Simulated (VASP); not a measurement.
**AlN: relaxation of cell and atoms with r2SCAN**

Crystal: AlN.

```
Al N
1.0
     3.11300    0.00000    0.00000
    -1.55650    2.69594    0.00000
     0.00000    0.00000    4.98100
Al N
2 2
Direct
  0.33333 0.66667 0.00000
  0.66667 0.33333 0.50000
  0.33333 0.66667 0.38000
  0.66667 0.33333 0.88000
```

- Program: VASP 6.6.1
- Task: relaxation of cell and atoms
- Functional: r2SCAN
- Potentials or basis: VASP PAW PBE potentials, release 64 (Al, N)
- Cutoff: 600 eV
- k mesh: 8 × 8 × 5
- Occupations: gaussian, width 0.05 eV
- Spin: no spin polarisation
- Further INCAR settings: ALGO = Normal; EDIFF = 1e-07; IBRION = 2; EDIFFG = -0.02; NSW = 60; ISIF = 3

| Property | Result |
| --- | --- |
| Relaxed volume | 10.39 Å³/atom |
| Relaxed cell | a = 3.104 Å, b = 3.104 Å, c = 4.981 Å, α = 90.00°, β = 90.00°, γ = 120.00° |
| Space group after relaxing (to 0.05 Å) | P6_3mc (No. 186) |
| Energy gained by relaxing | 0.5 meV/atom |
| Ionic steps | 3 |
| Pressure after relaxing | 0.0 GPa |
| Largest force after relaxing | 0.015 eV/Å |
| Band gap on the k mesh | 4.94 eV, direct |

Forces on the atoms (eV/Å):
```
Al   0.000  0.000 -0.015
Al   0.000  0.000 -0.015
N    0.000  0.000  0.015
N    0.000  0.000  0.015
```

Stress tensor (GPa, compression positive):
```
 0.06  0.00  0.00
 0.00  0.06  0.00
 0.00  0.00 -0.21
```

The path:
```tsv
step	energy change (eV)	largest force (eV/Å)	pressure (GPa)	volume (Å³)
1	0.0000	0.1251	-1.25	41.80
2	0.0001	0.0986	1.28	41.31
3	-0.0021	0.0149	-0.03	41.56
```

Final structure:
```
Al N
1.0
     3.10406    0.00000    0.00000
    -1.55203    2.68820    0.00000
     0.00000    0.00000    4.98073
Al N
2 2
Direct
  0.33333 0.66667 0.99940
  0.66667 0.33333 0.49940
  0.33333 0.66667 0.38060
  0.66667 0.33333 0.88060
```

Levels at points of the mesh, in eV from the valence-band top:
```tsv
k point	band 4	band 5	band 6	band 7	band 8	band 9	band 10	band 11	band 12
(0.00, 0.00, 0.00)	-0.87	-0.87	-0.21	-0.21	0.00	4.94	7.57	11.62	12.08
(0.50, 0.00, 0.00)	-4.22	-3.38	-2.12	-1.76	-0.70	6.45	6.58	9.08	11.28
```

Wall time 7.3 min on 1 thread of AMD EPYC 7R43 64-Core Processor (Zen 3), with other jobs on the host, peak memory 0.13 GiB.

Caveat: the PAW data sets were made with another functional, which shifts forces and pressure a little. r2SCAN opens gaps a little over a GGA but as a rule still falls short of measured ones.
